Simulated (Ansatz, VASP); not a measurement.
**Al in VASP and in Ansatz**

```
Al
1.0
     2.83516    0.00000    0.00000
    -1.41758    2.45532    0.00000
     0.00000    0.00000    4.66884
Al
2
Cartesian
  1.4176 0.8184 3.5016
  0.0000 1.6369 1.1672
```

Alike in both runs: functional PBE; dispersion D3(BJ); k mesh 18 × 18 × 10; occupations fermi-dirac, width 0.15 eV; no spin polarisation.

Ansatz relaxed the structure, and its values are those at the end. VASP's run is a single point on that final structure, the one shown.

```csv
,VASP,Ansatz
version,VASP 6.6.1,Ansatz 0.2.0
potentials or method,"VASP PAW PBE potentials, release 64 (Al)","scalar-relativistic, plane waves, PAW"
plane-wave cutoff (eV),520,420
valence electrons in the cell,6,6
```

```csv
,VASP,Ansatz,Ansatz less VASP
gap on the k mesh at the Fermi level (eV),none,none,-
pressure (GPa),-1.6,-1.6,+0.03
```

A gap of «none» marks a metal or a gap that the smearing closes.

Caveats: pairwise dispersion overbinds metals, which lowers pressure and volume.
